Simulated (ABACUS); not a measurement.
Crystal: N.

```
N
1.0
     4.16723    0.00000    0.00000
    -2.08362    3.60893    0.00000
     0.00000    0.00000    7.00600
N
4
Direct
  0.66667 0.33333 0.67107
  0.66667 0.33333 0.82893
  0.33333 0.66667 0.17107
  0.33333 0.66667 0.32893
```

```yaml
Program: ABACUS 3.10.1
Task: single point
Functional: PBE
Potentials_or_basis: PseudoDojo NC SR 0.4.1 PBE standard
Cutoff: 1143 eV
Density_cutoff: 4572 eV
Basis: plane waves
k_mesh: 7 × 7 × 4
Occupations: fermi-dirac, width 0.05 eV
Spin: no spin polarisation
```

On this cell: pressure -0.2 GPa; largest force 0.402 eV/Å; band gap on the k mesh 7.07 eV, indirect (least direct gap 7.35 eV).

The same run follows on a disturbed copy (atoms moved at random, drawn with an rms of 0.05 Å):

```
N
1.0
     4.16723    0.00000    0.00000
    -2.08362    3.60893    0.00000
     0.00000    0.00000    7.00600
N
4
Direct
  0.66138 0.32879 0.66644
  0.67056 0.32840 0.82693
  0.34034 0.67106 0.16933
  0.32714 0.64640 0.32778
```

What does the disturbed cell give?

The energy moves by +9.7 meV/atom; pressure -2.2 GPa; largest force 2.847 eV/Å; band gap on the k mesh 6.91 eV, indirect (least direct gap 7.18 eV).

Forces on the atoms (eV/Å):
```
N    0.102 -0.013  2.845
N   -0.099  0.011 -2.845
N   -0.002 -0.118  1.425
N   -0.001  0.119 -1.426
```

Stress tensor (GPa, compression positive):
```
 0.23 -0.01 -0.15
-0.01  0.21  0.16
-0.15  0.16 -6.91
```

Caveats: an odd mesh through Γ misses points on the zone boundary, where band edges often lie.
